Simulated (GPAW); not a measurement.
# CuO (P4/nmm) in GPAW: settings compared

One crystal, CuO, is run at these levels: PBE, PBE+D3(BJ); tasks: single point, relaxation of cell and atoms.

Everything below comes from runs of GPAW 26.7.0. Logs are shortened: lines on timing, memory, paths and dates and some standing lists are left out, and cuts for length are marked. The log counts tension as positive stress, the text compression.

**1. Starting point**

The structure is tetragonal, space group P4/nmm (No. 129). Conventional cell: a = 3.175 Å, b = 3.175 Å, c = 4.650 Å, α = 90.00°, β = 90.00°, γ = 90.00°. Around Cu (site symmetry -4m2) lie 4 O at 2.02 Å and 4 Cu at 2.25 Å. Around O (site symmetry 4mm) lie 4 Cu at 2.02 Å.

The cell was built by a generator and needn't be a form met in nature.

**2. Single point, PBE**

The input, run.py:

```python
from ase.dft.bandgap import bandgap
from ase.io import read, write
from ase.units import GPa
from gpaw import GPAW, PW

atoms = read('POSCAR')

calc = GPAW(mode=PW(800),
            xc='PBE',
            kpts={'size': (6, 6, 4), 'gamma': True},
            occupations={'name': 'fermi-dirac', 'width': 0.05},
            nbands=33,
            convergence={'density': 1e-05, 'energy': 1e-05},
            maxiter=75,
            txt='gpaw.txt')
atoms.calc = calc
energy = atoms.get_potential_energy()
forces = atoms.get_forces()
stress = atoms.get_stress()
calc.write('gs.gpw')
write('result.traj', atoms)
print(f'Energy: {energy:.6f} eV')
print('Forces (eV/A):')
print(forces.round(4))
print('Stress (GPa):', (stress / GPa).round(3))
print('Fermi level:', round(calc.get_fermi_level(), 4), 'eV')
print(f'Gap: {bandgap(calc)[0]:.4f} eV, direct: {bandgap(calc, direct=True)[0]:.4f} eV')
```

The input, POSCAR:

```
CuO
1.0
    3.1754955000      0.0000000000      0.0000000000
    0.0000000000      3.1754955000      0.0000000000
    0.0000000000      0.0000000000      4.6495318700
Cu O
2 2
Direct
    0.0000000000      0.0000000000      0.0000000000
    0.5000000000      0.5000000000      0.0000000000
    0.5000000000      0.0000000000      0.2670000000
    0.0000000000      0.5000000000      0.7330000000
```

Potentials or basis: GPAW PAW data sets (gpaw-data 1.2.1), pw.

Run with:

```console
$ OMP_NUM_THREADS=1 python run.py
```

gpaw.txt:

```text
__  _  _
 | _ |_)|_||  |
 |__||  | ||/\| - 26.7.0

Input parameters:
  mode=PW(ecut=800.0),
  convergence={'density': 1e-05, 'energy': 1e-05},
  kpts=MonkhorstPack(size=(6, 6, 4), gamma=True),
  maxiter=75,
  nbands=33,
  occupations=Occupations(name='fermi-dirac', width=0.05),
  xc=XC(name='PBE')

Diagonalizing LCAO Hamiltonian
Converting LCAO to pw mode
   .-------.
  /|       |
 * |       |
 |O|       |
 | |       |
 | |       |
 | .-O-----.
 |/   Cu  /
 Cu------*

Atoms  # Å, Bohr magnetons
|   | symbol |        x |        y |        z |    initial magnetic moments |
|---|--------|----------|----------|----------|-----------------------------|
| 0 |     Cu | 0.000000 | 0.000000 | 0.000000 | ( 0.0000,  0.0000,  0.0000) |
| 1 |     Cu | 1.587748 | 1.587748 | 0.000000 | ( 0.0000,  0.0000,  0.0000) |
| 2 |      O | 1.587748 | 0.000000 | 1.241425 | ( 0.0000,  0.0000,  0.0000) |
| 3 |      O | 0.000000 | 1.587748 | 3.408107 | ( 0.0000,  0.0000,  0.0000) |

Unit cell  # Å
| periodic |        x |        y |        z |  lengths |    angles |
|----------|----------|----------|----------|----------|-----------|
|      yes | 3.175495 | 0.000000 | 0.000000 | 3.175495 | 90.000000 |
|      yes | 0.000000 | 3.175495 | 0.000000 | 3.175495 | 90.000000 |
|      yes | 0.000000 | 0.000000 | 4.649532 | 4.649532 | 90.000000 |

Number of symmetries: 8
Symmetry operations  # r_c * U_cc + t_c -> r_c
|   | kind |            matrix            |
|---|------|------------------------------|
| 0 |  E   |  1, 0, 0,  0, 1, 0,  0, 0, 1 |
| 1 |  σ   |  1, 0, 0,  0,-1, 0,  0, 0, 1 |
| 2 |  C2  |  0, 1, 0,  1, 0, 0,  0, 0,-1 |
| 3 |  S4  |  0, 1, 0, -1, 0, 0,  0, 0,-1 |
| 4 |  S4  |  0,-1, 0,  1, 0, 0,  0, 0,-1 |
| 5 |  C2  |  0,-1, 0, -1, 0, 0,  0, 0,-1 |
| 6 |  σ   | -1, 0, 0,  0, 1, 0,  0, 0, 1 |
| 7 |  C2  | -1, 0, 0,  0,-1, 0,  0, 0, 1 |

BZ-sampling:
  Number of BZ points: 144
  Number of IBZ points: 30

  Monkhorst-Pack size: [6, 6, 4]
  Monkhorst-Pack shift: [0.08333333333333333, 0.08333333333333333, 0.125]

K-points  # in reciprocal-cell coordinates
|     |                                coordinates |     weight |
|-----|--------------------------------------------|------------|
|   0 | (  0.00000000,   0.00000000,   0.00000000) | 0.00694444 |
|   1 | (  0.00000000,   0.00000000,   0.25000000) | 0.01388889 |
|   2 | (  0.00000000,   0.00000000,   0.50000000) | 0.00694444 |
|   3 | (  0.16666667,   0.00000000,   0.00000000) | 0.02777778 |
|   4 | (  0.16666667,   0.00000000,   0.25000000) | 0.05555556 |
|   5 | (  0.16666667,   0.00000000,   0.50000000) | 0.02777778 |
|   6 | (  0.16666667,   0.16666667,   0.00000000) | 0.02777778 |
|   7 | (  0.16666667,   0.16666667,   0.25000000) | 0.05555556 |
|   8 | (  0.16666667,   0.16666667,   0.50000000) | 0.02777778 |
|   9 | (  0.33333333,   0.00000000,   0.00000000) | 0.02777778 |
| ... |                                            |            |
|  29 | (  0.50000000,   0.50000000,   0.50000000) | 0.00694444 |

Plane wave coefficients: 2442
Cutoff: 800.0 eV

Spin-components: 1 (collinear spins)
Bands:           33
Projectors:      22
Spin-degeneracy: 2
Datatype:        complex128

Parallelization:
  kpt:    1
  domain: 1
  band:   1

Density:
  Valence electrons: 34.0
  Components: 1
  Grid points: [21 21 32]
  Charge: 0.0  # |e|

Potential:
  Grid points: [21 21 32]

species:
  Cu:
    name:    Copper
    Z:       29.0
    valence: 11
    core:    18
    charge:  0.0  # [|e|]
    compensation charges:
      type: gauss
      rc: 0.33  # [Å]
      lmax: 2
    cutoffs:
      filter: 2.06  # [Å]
      core: 2.43  # [Å]
    projectors
    | kind |    occ | energy [eV] | rcut [Å] |
    |------|--------|-------------|----------|
    |   4s |  1.000 |      -4.609 |    1.164 |
    |   4p |  0.000 |      -0.698 |    1.164 |
    |   3d | 10.000 |      -5.039 |    1.058 |
    |    s |        |      22.603 |    1.164 |
    |    p |        |      26.513 |    1.164 |
    |    d |        |      22.172 |    1.058 |

    Using partial waves for Cu as LCAO basis

  O:
    name:    Oxygen
    Z:       8.0
    valence: 6
    core:    2
    charge:  0.0  # [|e|]
    compensation charges:
      type: gauss
      rc: 0.21  # [Å]
      lmax: 2
    cutoffs:
      filter: 1.17  # [Å]
      core: 0.83  # [Å]
    projectors
    | kind |    occ | energy [eV] | rcut [Å] |
    |------|--------|-------------|----------|
    |   2s |  2.000 |     -23.961 |    0.688 |
    |   2p |  4.000 |      -9.029 |    0.598 |
    |    s |        |       3.251 |    0.688 |
    |    p |        |      18.182 |    0.598 |
    |    d |        |       0.000 |    0.619 |

    Using partial waves for O as LCAO basis

Reference energy: -94124.608285  # eV

eigensolver:
  PPCG
  Converge bands: occupied
  niter=2

density mixing:
  MSR1-Mixer
  Pratt-step length: 0.05
  Maximum mixing coefficient: 0.75
  Old densities: 10
  SVD Regularization: 0.005
  Good broyden scale: 1.0
  Trust region scale: 1.0
  Backstep threshold: 4.0
  History deletion threshold: 6.0
  Fourier metric: weight=20.0, sigma=0.015

occupation numbers:
  Fermi-Dirac:
    width: 0.0500  # eV

poisson solver:
  ecut: 6400.0  # eV

xc functional:
  name: PBE with 2 nearest neighbor stencil

convergence criteria:
- Maximum integral of absolute [dens]ity change: 1e-05 electrons / valence electron
- Maximum [total energy] change in last 3 cyles: 1e-05 eV / valence electron
- Maximum integral of absolute [eigenst]ate change: 4e-08 eV^2 / valence electron
maximum number of iterations: 75

SCF iterations
|iter     | |      energy | eigst |  dens |
|---------|-|-------------|-------|-------|
|iter:   1| |  -23.398436 | +0.23 |       |
|iter:   2| |  -19.756102 | -1.59 | -0.84 |
|iter:   3| |  -16.876040 | -1.12 | -0.95 |
|iter:   4| |  -16.435703 | -2.40 | -1.41 |
|iter:   5| |  -16.390682 | -2.66 | -1.71 |
|iter:   6| |  -16.410602 | -3.13 | -2.08 |
|iter:   7| |  -16.373806 | -3.54 | -1.92 |
|iter:   8| |  -16.372098 | -4.67 | -2.56 |
|iter:   9| |  -16.372226 | -5.59 | -2.93 |
|iter:  10| |  -16.372321c| -6.02 | -3.34 |
|iter:  11| |  -16.372304c| -7.15 | -3.95 |
|iter:  12| |  -16.372293c| -7.91c| -4.42 |
|iter:  13| |  -16.372292c| -8.45c| -5.22c|

Converged in 13 steps
Energy contributions relative to reference atoms: (reference = -94124.608285)

Energy contributions:
  Kinetic:          14.775100
  Coulomb:         -16.971025
  Zero:              0.636721
  External:          0.000000
  Xc:              -14.783723
  Entropy:          -0.058728
  Spinorbit:         0.000000
  ----------------------------
  Free energy:     -16.401656
  Extrapolated:    -16.372292

dipole moment: (-15.850545, -15.850545, -20.198731)  # |e|*Ang

Fermi level: 3.812
Eigenvalues  # (at kpt = [0.000, 0.000, 0.000])
| band index |      eig [eV] | occ [0-2] |
|------------|---------------|-----------|
|          0 |       -14.686 |     2.000 |
|        ... |               |           |
|          8 |         0.201 |     2.000 |
|          9 |         1.964 |     2.000 |
|         10 |         1.973 |     2.000 |
|         11 |         2.532 |     2.000 |
|         12 |         2.732 |     2.000 |
|         13 |         2.732 |     2.000 |
[... 8 lines left out ...]
|         22 |        15.969 |     0.000 |
|         23 |        16.086 |     0.000 |
|        ... |               |           |
|         32 |        27.108 |     0.000 |

No gap
No difference between direct/indirect transitions

Forces  # eV/Ang
|        x |       y |        z |
|----------|---------|----------|
|  0.00000 | 0.00000 |  0.00000 |  # Cu   0
|  0.00000 | 0.00000 |  0.00000 |  # Cu   1
| -0.00000 | 0.00000 | -0.65626 |  # O    2
|  0.00000 | 0.00000 |  0.65626 |  # O    3

Stress tensor  # eV/Ang^3
|         x |         y |        z |
|-----------|-----------|----------|
| -0.195743 |  0.000000 | 0.000000 |
|  0.000000 | -0.195743 | 0.000000 |
|  0.000000 |  0.000000 | 0.042762 |

# Writing to gs.gpw (mode='')
```

It took 57 s on 1 thread of Arm Neoverse V1, shared host; peak memory 0.2 GiB.

Results:

* Free energy: -16.4017 eV
* Pressure: 18.6 GPa
* Largest force: 0.656 eV/Å
* Band gap on the k mesh: none (metal or under the smearing width)

Forces on the atoms (eV/Å):
```
Cu   0.000  0.000  0.000
Cu   0.000  0.000  0.000
O    0.000  0.000 -0.656
O    0.000  0.000  0.656
```

Caveat: with this Cu data set, volumes or pressures lay over 1.5 % or 2 GPa off other programs in two to four cells of ten; so large a pressure means that the cell lies far from this level's equilibrium, or that cutoff or potentials fall short; the run has no spin polarisation, though such a crystal can be magnetic; semilocal functionals often make such compounds metallic where correlation or magnetic order opens a gap, which also shifts bond lengths. With open d or f shells a metallic result of PBE can be an artefact of self-interaction; +U or a hybrid may open a gap.

**3. Relaxation of cell and atoms, PBE+D3(BJ)**

The input, run.py:

```python
from ase.calculators.mixing import SumCalculator
from ase.filters import FrechetCellFilter
from ase.io import read, write
from ase.optimize import BFGS
from dftd3.ase import DFTD3
from gpaw import GPAW, PW

atoms = read('CuO.xyz')

calc = GPAW(mode=PW(800),
            xc='PBE',
            kpts={'size': (6, 6, 4), 'gamma': True},
            occupations={'name': 'fermi-dirac', 'width': 0.05},
            nbands=33,
            convergence={'density': 1e-05, 'energy': 1e-05},
            maxiter=150,
            txt='gpaw.txt')
atoms.calc = SumCalculator([calc, DFTD3(method='pbe', damping='d3bj')])
opt = BFGS(FrechetCellFilter(atoms), trajectory='relax.traj', logfile='-')
done = opt.run(fmax=0.01, steps=40)
calc.write('gs.gpw')
write('result.traj', atoms)
print('Converged:', done)
print('Cell:', atoms.cell.cellpar().round(4))
print('Volume:', round(atoms.get_volume(), 4))
print(atoms.get_scaled_positions().round(5))
```

The input, CuO.xyz:

```xyz
4
Lattice="3.1754955000 0.0000000000 0.0000000000 0.0000000000 3.1754955000 0.0000000000 0.0000000000 0.0000000000 4.6495318700" Properties=species:S:1:pos:R:3 pbc="T T T"
Cu     0.0000000000      0.0000000000      0.0000000000
Cu     1.5877477500      1.5877477500      0.0000000000
O      1.5877477500      0.0000000000      1.2414250093
O      0.0000000000      1.5877477500      3.4081068607
```

Potentials or basis: GPAW PAW data sets (gpaw-data 1.2.1), pw.

Run with:

```console
$ OMP_NUM_THREADS=1 python run.py
```

Wall time 23 min (1 thread of Arm Neoverse V1, shared host); peak memory 0.53 GiB.

Results (log left out):

| Item | Value |
| --- | --- |
| Free energy | -20.1622 eV |
| Relaxed volume | 11.80 Å³/atom |
| Relaxed cell | a = 3.887 Å, b = 3.887 Å, c = 3.123 Å, α = 90.00°, β = 90.00°, γ = 90.00° |
| Space group after relaxing (to 0.05 Å) | P4/nmm (No. 129) |
| Energy gained by relaxing | 707.5 meV/atom |
| Ionic steps | 23 |
| Pressure after relaxing | 0.0 GPa |
| Largest force after relaxing | 0.005 eV/Å |
| Band gap on the k mesh | none (metal or under the smearing width) |
| Dispersion energy per atom | -0.243 eV |

Forces on the atoms (eV/Å):
```
Cu   0.000  0.000  0.000
Cu   0.000  0.000  0.000
O    0.000  0.000  0.005
O    0.000  0.000 -0.005
```

The path:
```csv
step,energy change (eV),largest force (eV/Å),pressure (GPa),volume (Å³)
1,0.0000,0.6454,15.09,46.88
2,-0.1364,0.6690,13.19,47.44
3,-0.8430,0.8709,3.23,51.34
4,-1.2745,1.1456,-3.62,55.39
5,-1.4773,1.2200,-8.58,59.49
6,-1.5516,1.1565,-8.52,59.93
7,-1.9735,1.3076,-7.28,60.42
8,-2.3655,1.0191,-9.57,60.86
9,-2.6522,0.3252,-7.16,58.09
10,-2.7423,0.0474,0.74,54.59
11,-2.7677,0.0121,-0.86,54.33
12,-2.7942,0.0013,-2.01,52.97
13,-2.8168,0.0175,-3.13,50.71
14,-2.8087,0.2006,-3.13,48.09
15,-2.8267,0.0524,-1.18,48.95
16,-2.8264,0.0603,-0.53,48.54
17,-2.8260,0.0652,-0.31,48.34
18,-2.8258,0.0689,-0.12,48.13
19,-2.8255,0.0697,0.22,47.70
20,-2.8256,0.0583,0.54,47.20
21,-2.8270,0.0341,0.57,46.89
22,-2.8290,0.0137,0.23,47.00
23,-2.8302,0.0051,0.00,47.19
```

Final structure:
```
CELL_PARAMETERS angstrom
3.88685 0.00000 0.00000
0.00000 3.88685 0.00000
0.00000 0.00000 3.12349
ATOMIC_POSITIONS crystal
Cu 0.00000 0.00000 0.00000
Cu 0.50000 0.50000 0.00000
O 0.50000 0.00000 0.95344
O 0.00000 0.50000 0.04656
```

Levels at points of the mesh, in eV from the Fermi level:
```csv
k point,band 16,band 17,band 18,band 19,band 20,band 21
"(0.00, 0.00, 0.00)",-1.74,-1.22,-1.15,1.87,4.88,11.64
"(0.00, 0.00, 0.50)",-1.63,-1.46,-1.28,5.53,5.96,8.00
"(0.50, 0.00, 0.00)",-0.91,-0.48,-0.48,5.57,5.57,11.72
"(0.50, 0.00, 0.50)",-1.05,-0.21,-0.21,5.12,5.12,9.64
"(0.50, 0.50, 0.00)",-0.06,1.71,1.71,7.04,7.04,7.48
"(0.50, 0.50, 0.50)",-0.43,1.52,1.52,4.10,4.10,10.97
```

Caveat: with this Cu data set, volumes or pressures lay over 1.5 % or 2 GPa off other programs in two to four cells of ten; later steps reuse the first step's grids; the run has no spin polarisation, though such a crystal can be magnetic; semilocal functionals often make such compounds metallic where correlation or magnetic order opens a gap, which also shifts bond lengths; pairwise dispersion overbinds metals, which lowers pressure and volume. With open d or f shells a metallic result of PBE can be an artefact of self-interaction; +U or a hybrid may open a gap.
